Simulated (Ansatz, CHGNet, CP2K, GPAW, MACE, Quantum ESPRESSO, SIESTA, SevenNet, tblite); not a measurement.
**GPAW on hcp Mg, size series (64 atoms): settings against a plane-wave reference**

How do the settings of GPAW change the result for hcp Mg, size series (64 atoms)? A plane-wave run serves as the yardstick.

Method: the method is named at each step, in GPAW 26.7.0.

**1. Set-up**

The cell holds 64 atoms: 64 Mg. Cell: a = 12.836 Å, b = 12.836 Å, c = 10.422 Å, α = 90.0°, β = 90.0°, γ = 120.0°. It derives from Mg (hcp), repeated 4×4×2. Hcp Mg (a = 3.209 Å, c = 5.211 Å), 4 x 4 x 2 conventional cells; every coordinate displaced by a Gaussian of 0.03 Å. Then every atom was moved at random, 0.05 Å r.m.s. a Cartesian component.

The yardstick, on the same geometry:

| Item | Value |
| --- | --- |
| method | Kohn-Sham DFT, PBE, SSSP efficiency 1.3.0 pseudopotentials, plane waves (Quantum ESPRESSO 7.5); sssp-pbe-1.3.0-efficiency, cutoffs 45/360 Ry, Γ point |
| r.m.s. force component | 0.1692 eV/Å |
| longest force | 0.5443 eV/Å |
| pressure | -0.5073 GPa |
| time | 53 s on 4 MPI ranks of Arm Neoverse V1, shared host |
| CPU time | 3.5 min |

**2. PBE, LCAO dzp, h 0.2 Å**

Method: Kohn-Sham DFT, PBE, PAW, atomic orbitals (dzp).

The input, run.py:

```python
import numpy as np
from ase.io import read
from gpaw import GPAW, FermiDirac

atoms = read("structure.xyz")
atoms.calc = GPAW(
    mode="lcao",
    basis="dzp",
    h=0.2,
    xc="PBE",
    kpts={"size": (1, 1, 1), "gamma": True},
    occupations=FermiDirac(0.05),
    maxiter=200,
    symmetry={"point_group": False},
    txt="gpaw.txt",
)
energy = atoms.get_potential_energy(force_consistent=True)
forces = atoms.get_forces()
print(f"energy {energy:.6f} eV")
print("forces (eV/A)")
for i, (a, f) in enumerate(zip(atoms, forces)):
    print(f"{i:4d} {a.symbol:2s} {f[0]:10.5f} {f[1]:10.5f} {f[2]:10.5f}")
print(f"Fermi level {atoms.calc.get_fermi_level():.4f} eV")
for k in range(len(atoms.calc.get_ibz_k_points())):
    for s in range(atoms.calc.get_number_of_spins()):
        e = atoms.calc.get_eigenvalues(kpt=k, spin=s)
        n = np.searchsorted(e, atoms.calc.get_fermi_level())
        print(f"k {k} spin {s} levels about the Fermi level:", np.round(e[max(n - 6, 0):n], 4).tolist(), "|", np.round(e[n:n + 6], 4).tolist())
```

The input, structure.xyz:

```xyz
64
Lattice="12.83600 0.00000 0.00000 -6.41800 11.11630 0.00000 0.00000 0.00000 10.42200" Properties=species:S:1:pos:R:3 pbc="T T T"
Mg 6.37205 11.11052 10.41856
Mg -0.06116 1.82185 2.45261
Mg 6.36916 11.11019 5.21902
Mg -0.00180 1.91556 7.81056
Mg -1.62921 2.84566 0.02908
Mg -1.58101 4.62194 2.63708
Mg -1.54199 2.73417 5.17484
Mg -1.66034 4.64128 7.74125
Mg -3.26509 5.65709 10.34154
Mg -3.23936 7.31219 2.60289
Mg 9.59728 5.49534 5.16368
Mg -3.13879 7.39234 7.85266
Mg 8.01191 8.32044 10.34613
Mg -4.76286 10.19331 2.50951
Mg -4.80599 8.34756 5.10782
Mg -4.84238 10.24367 7.96741
Mg 3.29596 0.00656 10.40293
Mg 3.22415 1.85375 2.54401
Mg -3.13577 11.08617 5.22538
Mg 3.22729 1.78072 7.84579
Mg 1.61034 2.81320 10.37437
Mg 1.63646 4.48298 2.67616
Mg 1.53358 2.79275 5.21579
Mg 1.63659 4.52878 7.82828
Mg -0.08883 5.62618 0.00115
Mg -0.00937 7.43191 2.63708
Mg 0.04891 5.48789 5.28448
Mg 0.04088 7.39001 7.81567
Mg -1.69974 8.30321 0.01073
Mg -1.60071 10.18664 2.64854
Mg -1.66541 8.34779 5.13190
Mg -1.45753 10.19898 7.83067
Mg 0.02824 11.09029 0.03794
Mg 6.38097 1.90878 2.58872
Mg 6.31448 0.00145 5.19068
Mg 6.45137 1.88377 7.89175
Mg 4.72057 2.72594 10.38886
Mg 4.80323 4.52767 2.48763
Mg 4.83198 2.75417 5.24174
Mg 4.84636 4.60682 7.71374
Mg 3.29308 5.58105 0.02460
Mg 3.28794 7.47616 2.55933
Mg 3.21189 5.51068 5.22101
Mg 3.16285 7.37022 7.82244
Mg 1.57382 8.21806 0.09119
Mg 1.71919 10.24111 2.54568
Mg 1.63986 8.21061 5.12950
Mg 1.59994 10.18798 7.76210
Mg 3.24167 11.10107 0.11641
Mg 9.62418 1.80818 2.60685
Mg 9.55191 0.08115 5.23591
Mg 9.67449 1.80929 7.91270
Mg 8.05985 2.76462 0.06847
Mg 8.03713 4.59370 2.57090
Mg 8.10285 2.83377 5.26384
Mg 7.89748 4.57280 7.74855
[... 4 atom lines left out ...]
Mg 4.80952 8.23273 0.00542
Mg 4.74720 10.18487 2.57872
Mg 4.77101 8.26853 5.19182
Mg 4.92896 10.15930 7.81254
```

Run with:

```sh
> OMP_NUM_THREADS=1 python run.py > output.txt
```

What it wrote:

```text
energy -89.716556 eV
forces (eV/A)
   0 Mg    0.07565   -0.00928   -0.04313
   1 Mg    0.17396   -0.04261    0.40771
   2 Mg    0.18078   -0.04170   -0.10734
   3 Mg   -0.03105   -0.15305    0.01118
   4 Mg    0.00714    0.01716   -0.19400
   5 Mg   -0.04912    0.00002   -0.06386
   6 Mg   -0.16659    0.04070    0.00754
   7 Mg    0.04661   -0.08188    0.12738
   8 Mg    0.09974   -0.35241    0.17268
   9 Mg    0.03380    0.17236   -0.15804
  10 Mg    0.12403    0.16493    0.12364
  11 Mg   -0.19355    0.16874   -0.44587
  12 Mg   -0.09450    0.08373    0.19730
  13 Mg   -0.10528   -0.03990    0.14765
  14 Mg   -0.08675    0.03617    0.30786
  15 Mg    0.20582   -0.13952   -0.53935
  16 Mg   -0.18212   -0.10683    0.11214
  17 Mg   -0.12626   -0.15281    0.23552
  18 Mg   -0.40458    0.11175    0.08090
  19 Mg   -0.02227    0.06749   -0.21757
  20 Mg   -0.06848   -0.06664    0.09151
  21 Mg   -0.05681    0.40223   -0.17476
  22 Mg    0.26157   -0.33686   -0.06025
  23 Mg   -0.03278    0.29622    0.07648
[...]
56 Mg   -0.25240   -0.08357   -0.02154
  57 Mg    0.00028    0.08589    0.03712
  58 Mg   -0.05577   -0.09148   -0.22972
  59 Mg    0.18864    0.02420    0.09495
  60 Mg    0.07102    0.28795   -0.20335
  61 Mg    0.36082   -0.06411    0.27102
  62 Mg    0.06990    0.19431   -0.04089
  63 Mg   -0.33163   -0.00036    0.06138
Fermi level 3.2508 eV
k 0 spin 0 levels about the Fermi level: [3.1386, 3.1513, 3.1601, 3.1774, 3.186, 3.1963] | [3.4384, 3.4479, 3.4731, 3.4819, 3.5006, 3.5457]
```

gpaw.txt:

```text
Input parameters:
  mode=LCAO(),
  basis={'default': 'dzp'},
  h=0.2,
  kpts=MonkhorstPack(size=(1, 1, 1), gamma=True),
  maxiter=200,
  occupations=Occupations(name='fermi-dirac', width=0.05, fixmagmom=False),
  symmetry=Symmetry(point_group=False),
  xc=XC(name='PBE')
Unit cell  # Å
| periodic |         x |         y |         z |   lengths |     angles |
|----------|-----------|-----------|-----------|-----------|------------|
|      yes | 12.836000 |  0.000000 |  0.000000 | 12.836000 |  90.000000 |
|      yes | -6.418000 | 11.116300 |  0.000000 | 12.835998 |  90.000000 |
|      yes |  0.000000 |  0.000000 | 10.422000 | 10.422000 | 120.000005 |
Number of symmetries: 1
Symmetry operations  # r_c * U_cc + t_c -> r_c
|   | kind |            matrix            |
|---|------|------------------------------|
| 0 |  E   |  1, 0, 0,  0, 1, 0,  0, 0, 1 |
BZ-sampling:
  Number of BZ points: 1
  Number of IBZ points: 1
  Monkhorst-Pack size: [1, 1, 1]
  Monkhorst-Pack shift: [0, 0, 0]
[... lines left out ...]
  MSR1-Mixer
occupation numbers:
  Fermi-Dirac:
    width: 0.0500  # eV
FastPoissonSolver using
    Stencil: 8*3+1=25 point O(h^6) finite-difference Laplacian
xc functional:
  name: PBE with 2 nearest neighbor stencil
interpolation: tri-quintic # 5. degree polynomial
Initialization done in: 14.903 s
convergence criteria:
- Maximum [total energy] change in last 3 cyles: 0.0005 eV / valence electron
- Maximum integral of absolute [dens]ity change: 0.0001 electrons / valence electron
- Maximum integral of absolute [eigenst]ate change: 4e-08 eV^2 / valence electron
maximum number of iterations: 200
SCF iterations
|iter     |      energy | eigst |  dens |
|---------|-------------|-------|-------|
|iter:   1|  -89.557227 |      c|       |
|iter:   2|  -89.559033 |      c| -1.54 |
|iter:   3|  -89.640209c|      c| -1.56 |
|iter:   4|  -91.595506 |      c| -2.10 |
|iter:   5|  -89.564596 |      c| -1.79 |
|iter:   6|  -89.549489 |      c| -2.81 |
|iter:   7|  -89.549378c|      c| -3.24 |
|iter:   8|  -89.548480c|      c| -3.41 |
|iter:   9|  -89.548516c|      c| -3.70 |
|iter:  10|  -89.548432c|      c| -3.92 |
|iter:  11|  -89.548394c|      c| -4.27c|
Converged in 11 steps
SCF loop duration: 370.259 s (33.660 s/step)
Energy contributions relative to reference atoms: (reference = -348777.272875)
Energy contributions:
  Kinetic:         215.128562
  Coulomb:        -106.493098
  Zero:              0.216153
  External:          0.000000
  Xc:             -198.231849
  Entropy:          -0.336324
  Spinorbit:         0.000000
  ----------------------------
  Free energy:     -89.716556
  Extrapolated:    -89.548394
dipole moment: (-73.638505, 62.618806, -29.139597)  # |e|*Ang
Fermi level: 3.251
Eigenvalues  # (at kpt = [0.000, 0.000, 0.000])
| band index |      eig [eV] | occ [0-2] |
|------------|---------------|-----------|
|          0 |       -72.540 |     2.000 |
|        ... |               |           |
|        313 |         3.018 |     1.981 |
|        314 |         3.080 |     1.936 |
[...]
|        328 |         4.535 |     0.000 |
|        ... |               |           |
|        387 |         7.487 |     0.000 |
Gap: 0.242 eV
Transition (v -> c):
  (s=0, k=0, n=320, [0.00, 0.00, 0.00]) -> (s=0, k=0, n=321, [0.00, 0.00, 0.00])
No difference between direct/indirect transitions
Force computation time: 86.182  # s
timing:  # [seconds]
  Total:  471.380  # ━━━━━━━━━━━━━━━━━━━━━━━━━━━━━━━━━━━━━━━━━━━━━━━━━━━━━━━━
  Init:    14.903  # ━━
  SCF:    370.259  # ━━━━━━━━━━━━━━━━━━━━━━━━━━━━━━━━━━━━━━━━━━━━
  Forces:  86.182  # ━━━━━━━━━━
```

Wall time 7.9 min (1 thread of Arm Neoverse V1, shared host); peak memory 1.6 GiB.

Banners, paths, timers and routine set-up lines are dropped from the logs unmarked, and long logs keep their key lines alone; longer cuts are marked.

Compared with the plane-wave run:

```yaml
r_m_s_force_component: 0.1817 eV/Å
r_m_s_difference_of_force_components: 14.02 meV/Å
longest_difference_of_force_vectors: 52.08 meV/Å
force_difference_over_r_m_s_force: 8.286 %
slope_of_forces_against_the_reference_s: 1.073
correlation_of_force_components: 0.9994
```

A closer look about Mg26, picked at random: 13 atoms, nearest first, numbered in the order of the input, with positions taken from that point.

| atom | x | y | z | distance (Å) | bonds | Fx | Fy | Fz (eV/Å) |
| --- | --- | --- | --- | --- | --- | --- | --- | --- |
| Mg26 | 0.00 | 0.00 | 0.00 | 0.00 | 12 | 0.031 | -0.111 | -0.042 |
| Mg47 | 1.65 | 0.78 | 2.49 | 3.09 | 12 | -0.127 | 0.317 | 0.141 |
| Mg45 | 1.58 | 0.79 | -2.55 | 3.10 | 12 | 0.015 | 0.299 | -0.339 |
| Mg31 | -1.66 | 0.92 | 2.49 | 3.13 | 12 | 0.170 | -0.188 | 0.341 |
| Mg30 | -1.59 | 2.75 | 0.01 | 3.18 | 12 | 0.029 | -0.031 | -0.223 |
| Mg25 | -0.08 | -1.81 | -2.64 | 3.20 | 12 | 0.151 | -0.196 | 0.016 |
| Mg6 | -1.57 | -2.81 | 0.00 | 3.22 | 12 | -0.049 | 0.000 | -0.064 |
| Mg10 | -3.23 | -0.12 | -0.03 | 3.23 | 12 | 0.034 | 0.172 | -0.158 |
| Mg29 | -1.69 | 0.87 | -2.63 | 3.24 | 12 | 0.246 | 0.178 | 0.104 |
| Mg27 | 0.06 | -1.94 | 2.65 | 3.29 | 12 | -0.136 | 0.164 | -0.130 |
| Mg42 | 3.30 | 0.04 | -0.08 | 3.30 | 12 | -0.162 | -0.332 | 0.222 |
| Mg46 | 1.73 | 2.81 | -0.09 | 3.30 | 12 | -0.431 | -0.153 | 0.355 |
| Mg22 | 1.65 | -2.95 | 0.04 | 3.38 | 12 | -0.057 | 0.402 | -0.175 |

Atoms are counted from 1 here, from 0 in the log.

Forces lie 8.3 % from the reference's, at 2.3 times its CPU time (on 1 against 4 cores).

**3. PBE, plane waves 550 eV**

Method: Kohn-Sham DFT, PBE, PAW, plane waves.

Changes to run.py since step 2:

```diff
@@ -2,3 +2,4 @@
 from ase.io import read
-from gpaw import GPAW, FermiDirac
+from gpaw import GPAW, FermiDirac, PW
+from ase.parallel import parprint as print
 
@@ -6,5 +7,3 @@
 atoms.calc = GPAW(
-    mode="lcao",
-    basis="dzp",
-    h=0.2,
+    mode=PW(550),
     xc="PBE",
@@ -14,2 +13,3 @@
     symmetry={"point_group": False},
+    nbands=378,
     txt="gpaw.txt",
@@ -22,2 +22,6 @@
     print(f"{i:4d} {a.symbol:2s} {f[0]:10.5f} {f[1]:10.5f} {f[2]:10.5f}")
+stress = -atoms.get_stress(voigt=False) * 160.21766
+print("stress (GPa, compression positive)")
+for row in stress:
+    print(" ".join(f"{x:10.4f}" for x in row))
 print(f"Fermi level {atoms.calc.get_fermi_level():.4f} eV")
```

structure.xyz is that of step 2.

Run with:

```sh
> OMP_NUM_THREADS=1 mpirun -np 2 gpaw python run.py > output.txt
```

What it wrote:

```text
energy -103.583654 eV
forces (eV/A)
   0 Mg    0.06943   -0.01089   -0.04507
   1 Mg    0.16256   -0.03534    0.38277
   2 Mg    0.17043   -0.02404   -0.09709
   3 Mg   -0.03220   -0.14527    0.00593
   4 Mg    0.01282    0.01136   -0.18768
   5 Mg   -0.05256   -0.00247   -0.06224
[...]
61 Mg    0.32774   -0.05298    0.24621
  62 Mg    0.07368    0.17389   -0.03888
  63 Mg   -0.31458    0.00274    0.06554
stress (GPa, compression positive)
   -0.2314     0.0397     0.0053
    0.0397    -0.2349    -0.0306
    0.0053    -0.0306    -1.3443
Fermi level 3.1433 eV
k 0 spin 0 levels about the Fermi level: [3.0347, 3.0405, 3.0478, 3.0621, 3.0723, 3.0859] | [3.3352, 3.3419, 3.3656, 3.3749, 3.3952, 3.4383]
```

gpaw.txt:

```text
Input parameters:
  mode=PW(ecut=550.0),
  kpts=MonkhorstPack(size=(1, 1, 1), gamma=True),
  maxiter=200,
  nbands=378,
  occupations=Occupations(name='fermi-dirac', width=0.05, fixmagmom=False),
[... lines left out ...]
  Converge bands: occupied
[... lines left out ...]
  Fermi-Dirac:
[... lines left out ...]
convergence criteria:
- Maximum [total energy] change in last 3 cyles: 0.0005 eV / valence electron
[... lines left out ...]
Converged in 16 steps
[... lines left out ...]
  Free energy:    -103.583654
[... lines left out ...]
Fermi level: 3.143
[... lines left out ...]
|        ... |               |           |
[...]
Gap: 0.249 eV
Transition (v -> c):
  (s=0, k=0, n=320, [0.00, 0.00, 0.00]) -> (s=0, k=0, n=321, [0.00, 0.00, 0.00])
No difference between direct/indirect transitions
Force computation time: 4.774  # s
Stress tensor  # eV/Ang^3
|         x |         y |         z |
|-----------|-----------|-----------|
[...]
| -0.000248 |  0.001466 |  0.000191 |
| -0.000033 |  0.000191 |  0.008391 |
Stress computation time: 28.447  # s
```

Run time: 4.9 min. Hardware: 2 MPI ranks; peak memory 1.8 GiB; 9.8 min of CPU time.

Compared with the plane-wave run:

```
r.m.s. force component                  : 0.1694 eV/Å
r.m.s. difference of force components   : 0.476 meV/Å
longest difference of force vectors     : 2.074 meV/Å
force difference over r.m.s. force      : 0.2811 %
slope of forces against the reference's : 1.001
correlation of force components         : 1
pressure                                : -0.6035 GPa
pressure difference                     : -0.0962 GPa
```

Against the first run (8.3 %), the force difference from the reference is 0.28 %, at 1.2 times the CPU time (on 2 against 1 cores) (16 SCF steps against 11).

The run ends at a pressure of -0.60 GPa, with forces up to 0.54 eV/Å.

**4. The ladder**

Differences are against the plane-wave reference, forces as r.m.s. over components; share is that over the reference's r.m.s. force, slope the least-squares factor from reference forces to these. Total energies of different programs have different zeros and aren't compared.

| run | Δ force, r.m.s. (meV/Å) | share (%) | slope | Δ pressure (GPa) | cores | CPU time | memory (GiB) |
| --- | --- | --- | --- | --- | --- | --- | --- |
| reference | - | - | - | - | 4 | 3.5 min | 2.6 |
| GPAW PBE, LCAO dzp, h 0.2 Å | 14.0 | 8.29 | 1.073 | - | 1 | 7.9 min | 1.6 |
| GPAW PBE, plane waves 550 eV | 0.476 | 0.281 | 1.001 | -0.0962 | 2 | 9.8 min | 1.8 |

CPU time is summed over cores on a shared host, where runs went side by side, so it is rough. Symmetry, cutoffs, thresholds, outputs and thread counts weren't matched or tuned between programs; memory under MPI is the largest rank's times the ranks.

Further runs of this program without a result: GPAW PBE, LCAO sz(dzp), h 0.2 Å (cut off at its time limit); GPAW PBE, LCAO dzp, h 0.16 Å (cut off at its time limit).

**5. What came out**

```
nearest in forces : GPAW PBE, plane waves 550 eV, 0.28 %
its CPU time      : 9.8 min
```

**Reading.** PBE on plane waves or a grid with other potentials, cutoffs or grids differs from the reference by 0.28 % (GPAW PBE, plane waves 550 eV) of the r.m.s. force; this holds the reference's own error, so differences of a few per cent don't tell which side is nearer the exact PBE result. The PBE run in local orbitals differs by 8.3 % (GPAW PBE, LCAO dzp, h 0.2 Å); basis, grid and potentials can all enter. None of the electronic-structure runs in the table takes under half the reference's CPU time of 3.5 min; they take 2.3 to 2.8 times as much. The potentials hold different valence shells: 128 electrons in the reference, 640 in GPAW; this bears on time and differences. The reference's pressure holds the uncorrected Pulay stress of its 45 Ry basis, so small pressure differences, and their order, may be the reference's own error. The electronic-structure runs sample only Γ, in a cell whose shortest periodic width is 10 Å, which is coarse for a cell with partly filled levels.

[Also dropped from logs without a mark: logging warnings of Python, and SIESTA's first energy breakdown and zero terms.]

[Logs are printed without paths, hosts, clocks, repeated set-up lines and the standing remarks that a program may print on its own settings, such as how far it seeks lower states.]

[Hosts, paths, dates, database ids (printed as entryN), source tags and the programs' standing remarks are cut or masked in the printed files.]
